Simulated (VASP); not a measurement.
# HfO2 (Fm-3m) in VASP: equation of state, part 2 of 2

VASP 6.6.1. Earlier steps stand in the parts before.

## Step 7: Equation of state, PBEsol, 11.82 Å³/atom (volume scaled by 1.06)

INCAR

```
SYSTEM = HfO2
PREC = Accurate
ENCUT = 520
EDIFF = 1E-7
ISMEAR = -1
SIGMA = 0.05
LREAL = .FALSE.
LASPH = .TRUE.
NELM = 80
ALGO = Normal
ISIF = 2
LWAVE = .FALSE.
LCHARG = .FALSE.
GGA = PS
NBANDS = 18
```

KPOINTS

```
Automatic mesh
0
G
  9 9 9
  0 0 0
```

POSCAR

```
HfO2
1.0
    0.0000000000      2.6076597933      2.6076597933
    2.6076597933      0.0000000000      2.6076597933
    2.6076597933      2.6076597933      0.0000000000
Hf O
1 2
Direct
    0.0000000000      0.0000000000      0.0000000000
    0.7500000000      0.7500000000      0.7500000000
    0.2500000000      0.2500000000      0.2500000000
```

Potentials or basis: VASP PAW PBE potentials, release 64 (Hf_pv, O).

Command:

```sh
cat potpaw_PBE.64/Hf_pv/POTCAR potpaw_PBE.64/O/POTCAR > POTCAR
mpirun -np 1 vasp_std > vasp.out
```

OUTCAR:

```text
SYSTEM = HfO2
   PREC = Accurate
   ENCUT = 520
   EDIFF = 1E-7
   ISMEAR = -1
   LREAL = .FALSE.
   LASPH = .TRUE.
   NELM = 80
   ISIF = 2
   GGA = PS

 Found     35 irreducible k-points:

 Following reciprocal coordinates:
            Coordinates               Weight
  0.000000  0.000000  0.000000      1.000000
  0.111111  0.000000  0.000000      8.000000
  0.222222  0.000000  0.000000      8.000000
  0.333333  0.000000  0.000000      8.000000
  0.444444  0.000000  0.000000      8.000000
  0.111111  0.111111  0.000000      6.000000
   k-points           NKPTS =     35   k-points in BZ     NKDIM =     35   number of bands    NBANDS=     18
   number of dos      NEDOS =    301   number of ions     NIONS =      3
   total plane-waves  NPLWV =  21952
   dimension x,y,z NGX =    28 NGY =   28 NGZ =   28
   dimension x,y,z NGXF=    56 NGYF=   56 NGZF=   56
   ions per type =               1   2
   NGX,Y,Z   is equivalent  to a cutoff of  12.62, 12.62, 12.62 a.u.
   NGXF,Y,Z  is equivalent  to a cutoff of  25.24, 25.24, 25.24 a.u.
 SYSTEM =  HfO2
   PREC   = accura    normal or accurate (medium, high low for compatibility)
   ISTART =      0    job   : 0-new  1-cont  2-samecut
   ICHARG =      2    charge: 1-file 2-atom 10-const
   ISPIN  =      1    spin polarized calculation?
   LNONCOLLINEAR =      F non collinear calculations
   LSORBIT =      F    spin-orbit coupling
   LASPH  =      T    aspherical Exc in radial PAW
   ENCUT  =  520.0 eV  38.22 Ry    6.18 a.u.   6.86  6.86  6.86*2*pi/ulx,y,z
[... 49 lines left out ...]
 E-fermi :   4.4713     XC(G=0): -11.6577

 val. band max:        3.3829301949   @ k =  -0.4444   0.4444   0.0000
 cond. band min:       6.9323619193   @ k =   0.4444   0.4444   0.0000
 fundamental gap:      3.5494317244
 Fermi energy:         4.4712727508

 k-point     1 :       0.0000    0.0000    0.0000
  band No.  band energies     occupation
      1     -26.5883      2.00000
      2     -26.5883      2.00000
      3     -26.5883      2.00000
      4     -14.7417      2.00000
      5     -12.0586      2.00000
      6      -1.4690      2.00000
[... 103 lines left out ...]
      5     -12.2092      2.00000
      6      -1.3541      2.00000
[... 10 lines left out ...]
     17      12.5719      0.00000
     18      16.0995      0.00000

 [... further k-points ...]
[... 5 lines left out ...]
  --------------------------------------------------------------------------------------
  -------------------------------------------------------------------------------------
  Total       -5.3957647     -5.3957647     -5.3957647      0.0000000      0.0000000      0.0000000
  in kB     -243.7703035   -243.7703035   -243.7703035      0.0000000      0.0000000      0.0000000
  external PRESSURE =    -243.7703035 kB  Pullay stress =       0.0000000 kB

 VOLUME and BASIS-vectors are now :
 -----------------------------------------------------------------------------
  energy-cutoff  :      520.00
  volume of cell :       35.46
      direct lattice vectors                 reciprocal lattice vectors
     0.000000000  2.607659793  2.607659793    -0.191742804  0.191742804  0.191742804
     2.607659793  0.000000000  2.607659793     0.191742804 -0.191742804  0.191742804
     2.607659793  2.607659793  0.000000000     0.191742804  0.191742804 -0.191742804

 POSITION                                       TOTAL-FORCE (eV/Angst)
 -----------------------------------------------------------------------------------
      0.00000      0.00000      0.00000        -0.000000     -0.000000     -0.000000
      3.91149      3.91149      3.91149         0.000000      0.000000      0.000000
      1.30383      1.30383      1.30383        -0.000000     -0.000000     -0.000000
 -----------------------------------------------------------------------------------
    total drift:                                0.000000      0.000000      0.000000

  FREE ENERGIE OF THE ION-ELECTRON SYSTEM (eV)
  ---------------------------------------------------
  free  energy   TOTEN  =       -31.3199818983 eV

  energy  without entropy=      -31.3199818983  energy(sigma->0) =      -31.31998190
```

stdout:

```text
POSCAR found type information on POSCAR HfO
 POSCAR found :  2 types and       3 ions
 scaLAPACK will be used
 -----------------------------------------------------------------------------
|                                                                             |
|                                                                             |
|     You enforced a specific xc type in the INCAR file but a different       |
|     I HOPE YOU KNOW WHAT YOU ARE DOING!                                     |
|                                                                             |
 -----------------------------------------------------------------------------

 LDA part: xc-table for (Slater+PW92), standard interpolation
 POSCAR, INCAR and KPOINTS ok, starting setup
 FFT: planning ... GRIDC
 FFT: planning ... GRID_SOFT
 FFT: planning ... GRID
 WAVECAR not read
 entering main loop
```

It took 35 s on 1 thread of AMD EPYC 7R43 (Zen 3), shared host; peak memory 0.13 GiB.

Results:

| Quantity | Value |
| --- | --- |
| Free energy | -31.3200 eV |
| Pressure | -24.4 GPa |
| Band gap on the k mesh | 3.55 eV, indirect (least direct gap 3.66 eV) |

Caveat: the PAW data sets were made with another functional, which shifts forces and pressure a little; spin-orbit coupling is left out, which moves the levels of the heavy elements; an odd mesh through Γ misses points on the zone boundary, where band edges often lie.

## Step 8: Equation of state, PBEsol

No new run: the results of the series are fitted here.

Results:

```
Equilibrium volume                      : 10.55 Å³/atom
Bulk modulus                            : 272 GPa
Pressure derivative of the bulk modulus : 4.3
```

Energy against volume, from the lowest point:
| volume (Å³/atom) | energy (meV/atom) |
| --- | --- |
| 10.483 | 0.00 |
| 10.706 | 1.44 |
| 10.929 | 10.28 |
| 11.152 | 25.75 |
| 11.375 | 47.14 |
| 11.598 | 73.84 |
| 11.821 | 105.28 |

Caveat: the PAW data sets were made with another functional, which shifts forces and pressure a little.
